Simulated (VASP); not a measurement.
CuO (Tenorite) under changes of volume

One of the cells (10.667 Å³/atom); the others are scaled copies at fixed shape and fractional positions:

```
CELL_PARAMETERS angstrom
2.07992 -2.00060 0.15486
2.07992 2.00060 0.15486
-0.42407 0.00000 5.09564
ATOMIC_POSITIONS crystal
Cu 0.49396 0.99439 0.50181
Cu 0.99439 0.49396 0.00181
O 0.49183 0.49681 0.75189
O 0.49681 0.49183 0.25189
```

```yaml
Program: VASP 6.6.1
Functional: PBEsol
Potentials_or_basis: VASP PAW PBE potentials, release 64 (Cu, O)
Cutoff: 520 eV
k_mesh: 8 × 8 × 4
Occupations: fermi-dirac, width 0.05 eV
Spin: no spin polarisation
```

```csv
volume (Å³/atom),energy over the lowest point (meV/atom),pressure (GPa),largest force (eV/Å)
10.241,11.53,8.1,0.009
10.454,3.15,4.0,0.008
10.667,0.00,0.3,0.007
10.881,1.52,-3.0,0.008
11.094,?,?,?
```

What does the run at 11.094 Å³/atom give?

Energy over the lowest point 7.22 meV/atom; pressure -5.9 GPa; largest force 0.010 eV/Å.

Worked out: A Birch-Murnaghan fit of order 2 (a polynomial in V^(-2/3)) to the other rows has its minimum at 10.70 Å³/atom with B0 = V·E''(V) = 174 GPa at fixed shape and positions, which overstates the stiffness. It gives 7.31 meV/atom at 11.094 Å³/atom, against the run's 7.22, and -dE/dV = -5.8 GPa, against -5.9.

Energies are extrapolated to zero smearing.

Caveats: the PAW data sets were made with another functional, which shifts forces and pressure a little; the run has no spin polarisation, though such a crystal can be magnetic.
